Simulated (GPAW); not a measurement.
Crystal: NiO.

```
CELL_PARAMETERS angstrom
0.00000 2.08590 2.08590
2.08590 0.00000 2.08590
2.08590 2.08590 0.00000
ATOMIC_POSITIONS crystal
Ni 0.00000 0.00000 0.00000
O 0.50000 0.50000 0.50000
```

Base run:

* Program: GPAW 26.7.0
* Functional: r2SCAN
* Potentials or basis: GPAW PAW data sets (gpaw-data 1.2.1)
* Cutoff: 800 eV
* Basis: pw
* k mesh: 8 × 8 × 8
* Occupations: fermi-dirac, width 0.05 eV
* Spin: collinear spin, ferromagnetic start
* Starting moments: [1.0, 0.0] μB
* Hubbard terms: Ni d U = 3 eV

Its results: band gap on the k mesh 2.56 eV, indirect (least direct gap 3.61 eV); pressure 9.6 GPa; net moment 2.00 μB per cell; site moments Ni +1.79; O +0.16 μB.

Problem. The run is repeated on the same cell with these changes: hubbard terms from Ni d U = 3 eV to Ni d U = 6 eV. What comes out?

Solution. Band gap on the k mesh 3.00 eV, indirect (least direct gap 4.35 eV); pressure 11.0 GPa; net moment 2.00 μB per cell; site moments Ni +1.85; O +0.12 μB.

Caveats: the stock nickel data set gives pressures a few GPa off other programs; the PAW data sets were made with another functional, which shifts forces and pressure a little; a cell with one magnetic atom can't hold antiferromagnetic order, which such compounds often take.
